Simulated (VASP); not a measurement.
**Input and output of a VASP PBE single-point calculation on LiH (distorted rocksalt)**

INCAR

```
LCHARG = .FALSE.
EDIFF = 1E-7
ISMEAR = -1
IBRION = -1
NSW = 0
PREC = Accurate
SIGMA = 0.02
GGA = PE
NBANDS = 9
LWAVE = .FALSE.
NELM = 120
ISIF = 2
LASPH = .TRUE.
LREAL = .FALSE.
ENCUT = 520
```

KPOINTS

```
KPOINTS created by Atomic Simulation Environment
0
Gamma
10 10 10
0 0 0
```

POSCAR

```
Li H
 1.0000000000000000
     0.0596000000000000    2.0196999999999998    2.0424000000000002
     2.0194000000000001    0.0589000000000000    2.0432000000000001
     2.0413000000000001    2.0424000000000002    0.0370000000000000
 Li  H
   1   1
Cartesian
  0.0935570900000000  2.0142679900000000  2.0287012200000003
  2.0126144500000001  2.0743219499999999  2.0364919000000006
```

VASP ran with the recommended PBE PAW datasets (4 valence electrons in the cell).

Command

```
mpirun -np 1 vasp_std
```

From OUTCAR

```
k-points           NKPTS =    504   k-points in BZ     NKDIM =    504   number of bands    NBANDS=      9

   NELECT =       4.0000    total number of electrons

   dimension x,y,z NGX =    24 NGY =   24 NGZ =   24
   dimension x,y,z NGXF=    48 NGYF=   48 NGZF=   48

  energy-cutoff  :      520.00
  volume of cell :       16.20
      direct lattice vectors                 reciprocal lattice vectors
     0.059600000  2.019700000  2.042400000    -0.257421886  0.252806149  0.247135608
     2.019400000  0.058900000  2.043200000     0.252843335 -0.257180782  0.246944067
     2.041300000  2.042400000  0.037000000     0.247269149  0.247040428 -0.251510377

 k-points in reciprocal lattice and weights: KPOINTS created by Atomic Simulation Env
   0.00000000  0.00000000  0.00000000       0.001
   0.10000000 -0.00000000 -0.00000000       0.002
   0.20000000 -0.00000000 -0.00000000       0.002
   0.30000000 -0.00000000 -0.00000000       0.002
   0.40000000 -0.00000000  0.00000000       0.002
   0.50000000  0.00000000 -0.00000000       0.001
   0.00000000  0.10000000  0.00000000       0.002
   0.10000000  0.10000000  0.00000000       0.002
   ...

 E-fermi :   0.5267

 k-point     1 :       0.0000    0.0000    0.0000
  band No.  band energies     occupation
      1     -44.2369      2.00000
      2      -5.3440      2.00000
      3      15.8448      0.00000
      4      17.1384      0.00000
      5      18.0971      0.00000
      6      18.5754      0.00000
      7      21.7265      0.00000
      8      22.7932      0.00000
      9      23.3532      0.00000

 k-point     2 :       0.1000   -0.0000   -0.0000
  band No.  band energies     occupation
      1     -44.2323      2.00000
      2      -5.1605      2.00000
      3      14.7645      0.00000
      4      16.6719      0.00000
      5      17.1670      0.00000
      6      17.7640      0.00000
      7      22.0156      0.00000
      8      22.6796      0.00000
      9      23.8270      0.00000

 k-point     3 :       0.2000   -0.0000   -0.0000
  band No.  band energies     occupation
      1     -44.2201      2.00000
      2      -4.6226      2.00000
      3      11.7326      0.00000
      4      15.3453      0.00000
      5      16.3648      0.00000
      6      17.0181      0.00000
      7      22.6243      0.00000
      8      23.0183      0.00000
      9      23.1964      0.00000

 k-point     4 :       0.3000   -0.0000   -0.0000
  band No.  band energies     occupation
      1     -44.2050      2.00000
      2      -3.7898      2.00000
      3       8.5338      0.00000
      4      14.3092      0.00000
      5      16.0068      0.00000
      6      16.5129      0.00000
      7      20.8655      0.00000
      8      21.0894      0.00000
      9      24.1689      0.00000

 k-point     5 :       0.4000   -0.0000    0.0000
  band No.  band energies     occupation
      1     -44.1928      2.00000
      2      -2.8658      2.00000
      3       6.0968      0.00000
      4      13.6359      0.00000
      5      16.0171      0.00000
      6      16.3493      0.00000
      7      19.2689      0.00000
      8      19.5997      0.00000
      9      26.0006      0.00000

 k-point     6 :       0.5000    0.0000   -0.0000
  band No.  band energies     occupation
      1     -44.1880      2.00000
      2      -2.3965      2.00000
      3       5.1142      0.00000
      4      13.4025      0.00000
      5      16.1282      0.00000
      6      16.3629      0.00000
      7      18.6106      0.00000
      8      19.0412      0.00000
      9      27.0666      0.00000

 k-point     7 :       0.0000    0.1000    0.0000
  band No.  band energies     occupation
      1     -44.2323      2.00000
      2      -5.1606      2.00000
      3      14.7455      0.00000
      4      16.7447      0.00000
      5      17.0798      0.00000
      6      17.7976      0.00000
      7      22.0181      0.00000
      8      22.6723      0.00000
      9      23.8556      0.00000

 k-point     8 :       0.1000    0.1000    0.0000
  band No.  band energies     occupation
      1     -44.2313      2.00000
      2      -5.1084      2.00000
      3      14.5366      0.00000
      4      15.7554      0.00000
      5      17.0231      0.00000
      6      18.5509      0.00000
      7      20.0778      0.00000
      8      24.0517      0.00000
      9      24.9683      0.00000

 k-point     9 :       0.2000    0.1000   -0.0000
  band No.  band energies     occupation
      1     -44.2221      2.00000
      2      -4.6908      2.00000
      3      12.6962      0.00000
      4      14.5260      0.00000
      5      15.1416      0.00000
      6      18.1828      0.00000
      7      20.7285      0.00000
      8      23.5554      0.00000
      9      25.6660      0.00000

 k-point    10 :       0.3000    0.1000   -0.0000
  band No.  band energies     occupation
      1     -44.2082      2.00000
      2      -3.9435      2.00000
      3       9.6204      0.00000
      4      13.3396      0.00000
      5      14.2785      0.00000
      6      17.3756      0.00000
      7      21.8564      0.00000
      8      23.1457      0.00000
      9      24.2464      0.00000

 k-point    11 :       0.4000    0.1000   -0.0000
  band No.  band energies     occupation
      1     -44.1949      2.00000
      2      -2.9976      2.00000
      3       6.8745      0.00000
      4      12.4734      0.00000
      5      14.1881      0.00000
      6      16.4837      0.00000
      7      21.2619      0.00000
      8      22.3205      0.00000
      9      25.2805      0.00000

 k-point    12 :       0.5000    0.1000   -0.0000
  band No.  band energies     occupation
      1     -44.1872      2.00000
      2      -2.2654      2.00000
      3       5.2835      0.00000
      4      12.0114      0.00000
      5      14.6551      0.00000
      6      15.7605      0.00000
      7      20.6605      0.00000
      8      21.4769      0.00000
      9      27.0886      0.00000

 k-point    13 :      -0.4000    0.1000    0.0000
  band No.  band energies     occupation
      1     -44.1882      2.00000
      2      -2.4127      2.00000
      3       5.5900      0.00000
      4      11.9820      0.00000
      5      15.3244      0.00000
      6      15.6742      0.00000
      7      19.8734      0.00000
      8      22.0571      0.00000
      9      26.3805      0.00000

 k-point    14 :      -0.3000    0.1000    0.0000
  band No.  band energies     occupation
      1     -44.1975      2.00000
      2      -3.2739      2.00000
      3       7.6223      0.00000
      4      12.3677      0.00000
      5      15.4565      0.00000
      6      16.8671      0.00000
      7      19.7812      0.00000
      8      23.2449      0.00000
      9      24.2943      0.00000

 k-point    15 :      -0.2000    0.1000    0.0000
  band No.  band energies     occupation
      1     -44.2114      2.00000
      2      -4.1857      2.00000
      3      10.6171      0.00000
      4      13.1504      0.00000
      5      16.0213      0.00000
      6      17.7420      0.00000
      7      20.8945      0.00000
      8      22.4633      0.00000
      9      24.4265      0.00000

 k-point    16 :      -0.1000    0.1000    0.0000
  band No.  band energies     occupation
      1     -44.2247      2.00000
      2      -4.8449      2.00000
      3      13.5194      0.00000
      4      14.7530      0.00000
      5      16.8081      0.00000
      6      17.7846      0.00000
      7      21.4576      0.00000
      8      22.6755      0.00000
      9      23.3545      0.00000

 k-point    17 :       0.0000    0.2000    0.0000
  band No.  band energies     occupation
      1     -44.2202      2.00000
      2      -4.6231      2.00000
      3      11.7095      0.00000
      4      15.3712      0.00000
      5      16.3469      0.00000
      6      17.0437      0.00000
      7      22.6329      0.00000
      8      22.9866      0.00000
      9      23.2245      0.00000

 k-point    18 :       0.1000    0.2000    0.0000
  band No.  band energies     occupation
      1     -44.2222      2.00000
      2      -4.6912      2.00000
      3      12.6860      0.00000
      4      14.4875      0.00000
      5      15.1826      0.00000
      6      18.1884      0.00000
      7      20.7458      0.00000
      8      23.5647      0.00000
      9      25.6512      0.00000

 k-point    19 :       0.2000    0.2000    0.0000
  band No.  band energies     occupation
      1     -44.2167      2.00000
      2      -4.3860      2.00000
      3      11.9267      0.00000
      4      13.4845      0.00000
      5      14.8129      0.00000
      6      17.2446      0.00000
      7      18.3468      0.00000
      8      25.1236      0.00000
      9      28.0719      0.00000

 ...

  Total        0.0323339     -0.0301927     -0.1172690     -0.2025998     -0.0930838     -0.0971409
  in kB        3.1973413     -2.9856061    -11.5961622    -20.0341169     -9.2046107     -9.6057934
  external PRESSURE =      -3.7948090 kB  Pullay stress =       0.0000000 kB

 POSITION                                       TOTAL-FORCE (eV/Angst)
 -----------------------------------------------------------------------------------
      0.09356      2.01427      2.02870        -0.098266      0.021655     -0.009604
      2.01261      2.07432      2.03649         0.098266     -0.021655      0.009604
 -----------------------------------------------------------------------------------
    total drift:                               -0.000154     -0.000149     -0.000082

  FREE ENERGIE OF THE ION-ELECTRON SYSTEM (eV)
  ---------------------------------------------------
  free  energy   TOTEN  =        -6.1166523626 eV

  energy  without entropy=       -6.1166523626  energy(sigma->0) =       -6.11665236
```

```json
{
  "gap between bands v and c on the k mesh": "2.85 eV",
  "least direct gap on the k mesh": "2.95 eV",
  "pressure": "-0.4 GPa",
  "largest force": "0.10 eV/Å"
}
```

Band v is the last that the valence electrons fill when counted band by band, and c is the next.

The run took about 19 s on one core of a shared host (Intel Xeon 6975P-C) and held 0.18 GiB at most.
